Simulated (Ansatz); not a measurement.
Crystal: Ru.

```
CELL_PARAMETERS angstrom
0.00000 1.88912 1.88912
1.88912 0.00000 1.88912
1.88912 1.88912 0.00000
ATOMIC_POSITIONS crystal
Ru 0.00000 0.00000 0.00000
```

This isn't the form of Ru at room conditions, which is hcp.

The cell isn't the ideal one: volume scaled by 0.96.

| Property | Result |
| --- | --- |
| Program | Ansatz 0.2.0 |
| Task | relaxation of cell and atoms |
| Functional | HSEsol |
| Potentials or basis | PseudoDojo stringent (PBEsol files) |
| Cutoff | 1143 eV |
| Density cutoff | 4572 eV |
| k mesh | 8 × 8 × 8 |
| Occupations | gaussian, width 0.025 eV |
| Spin | collinear spin, ferromagnetic start |
| Starting moments | [1.0] μB |

At the start: volume 13.48 Å³/atom.

Where does the relaxation end?

It ends after 5 steps and the volume is 13.04 Å³/atom (-3.3 %); space group Fm-3m (No. 225, to 0.05 Å); moment 0.03 μB per cell.

Step by step:
| step | energy change (eV) | largest force (eV/Å) | volume (Å³) |
| --- | --- | --- | --- |
| 1 | 0.0000 | 0.0000 | 13.48 |
| 2 | -0.0170 | 0.0000 | 13.07 |
| 3 | -0.0171 | 0.0000 | 13.04 |
| 4 | -0.0171 | 0.0000 | 13.04 |
| 5 | -0.0170 | 0.0000 | 13.04 |

Final structure:
```
Ru
1.0
     0.00000    1.86803    1.86803
     1.86803    0.00000    1.86803
     1.86803    1.86803    0.00000
Ru
1
Direct
  0.00000 0.00000 0.00000
```

Caveat: the k mesh is coarse (spacing up to 0.36 Å⁻¹), so the values aren't converged, least of all with exact exchange; the magnetic or orbital state may not be the lowest; the plane-wave basis is chosen anew once the cell has moved, so the energies of steps on either side of that aren't comparable; the potentials were made for another functional, which shifts forces and pressure; the starting moments weren't kept.
